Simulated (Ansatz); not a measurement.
HfO2 at a changed volume: Electrostatic potentials at the O nuclei

Cell: an entry of the Crystallography Open Database (COD), relaxed with PBE at fixed cell and then changed (volume scaled by 1.02, ions relaxed).

Space group P2_1/c (No. 14); a = 5.1519, b = 5.2200, c = 5.3191 Å, β = 99.35°.

```csv
site,Wyckoff,site symmetry,x,y,z
Hf,4e,1,0.2760,0.0423,0.2083
O5,4e,1,0.4485,0.7577,0.4781
O9,4e,1,0.0693,0.3324,0.3452
```

One atom of each set is listed.

Computed with Ansatz: DFT, PBE, plane waves and PAW, scalar-relativistic, 420 eV cutoff, Γ-centred 6×6×6 k-points, Fermi–Dirac smearing 0.02 eV.

The potential at a nucleus is that of all electrons and the other nuclei. A higher potential binds the core electrons more strongly, so differences between sites of one element are the initial-state part of core-level shifts.

Question: Rank the O sites by the potential at the nucleus, lowest first, and give each against the lowest.
A. O5: 4 Hf at 2.15–2.26 Å
B. O9: 3 Hf at 2.05–2.15 Å

Answer: B (0.00 V), A (0.48 V).
